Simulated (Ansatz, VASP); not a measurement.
# Ag in VASP and in Ansatz

INCAR

```
PREC = Accurate ; ENCUT = 600
EDIFF = 1E-6 ; ISMEAR = 0
SIGMA = 0.1 ; LREAL = False
LASPH = True ; NELM = 100
ALGO = Normal ; ISIF = 3
LWAVE = False ; LCHARG = False
GGA = PE ; IBRION = 2
NSW = 100 ; EDIFFG = -0.005
```

File KPOINTS:

```
regular mesh
0
Gamma
  18 18 4
```

Contents of POSCAR:

```
Ag
1.0
    2.8862000000      0.0000000000      0.0000000000
   -1.4431000000      2.4995225204      0.0000000000
    0.0000000000      0.0000000000     10.0000000000
Ag
4
Direct
    0.3333333333      0.6666666667      0.2500000000
    0.6666666667      0.3333333333      0.7500000000
    0.0000000000      0.0000000000      0.0000000000
    0.0000000000      0.0000000000      0.5000000000
```

Input for Ansatz:

```yaml
crystal:
  lattice:
    - [2.8862, 0.0, 0.0]
    - [-1.4431, 2.4995225204, 0.0]
    - [0.0, 0.0, 10.0]
  atoms:
    - { symbol: Ag, position: [0.3333333333, 0.6666666667, 0.25] }
    - { symbol: Ag, position: [0.6666666667, 0.3333333333, 0.75] }
    - { symbol: Ag, position: [0.0, 0.0, 0.0] }
    - { symbol: Ag, position: [0.0, 0.0, 0.5] }
basis:
  ecutwfc: 420
kpoints:
  mp_grid: { grid: [18, 18, 4] }
hamiltonian:
  xc: pbe
scf:
  occupations: { method: gaussian, width: 0.1 }
output:
  forces: true
  stress: true
  eigenvalues: true
relax:
  adjacent_minimum: "off"
  f_tol: 0.005
  max_steps: 80
  cell: { stress_tol: 0.05 }
```

This isn't the form of Ag at room conditions, which is fcc.

Alike in both runs: task relaxation of cell and atoms; functional PBE; k mesh 18 × 18 × 4; occupations gaussian, width 0.1 eV; no spin polarisation.

```csv
,VASP,Ansatz
version,VASP 6.6.1,Ansatz 0.2.0
potentials or method,"VASP PAW PBE potentials, release 64 (Ag)","scalar-relativistic, plane waves, PAW"
plane-wave cutoff (eV),600,420
valence electrons in the cell,44,76
```

|  | VASP | Ansatz | Ansatz less VASP |
| --- | --- | --- | --- |
| gap on the k mesh at the Fermi level, each at its own relaxed structure (eV) | none | none | - |
| relaxed volume (Å³/atom) | 17.83 | 17.86 | +0.027 |
| relaxed cell length with the largest relative difference (Å) | 2.934 | 2.937 | +0.0028 |
| energy change over the relaxation (meV/atom) | -13 | -13 | -0.1 |

A gap of «none» marks a metal or a gap that the smearing closes. The two sets of potentials don't hold the same shells in valence.
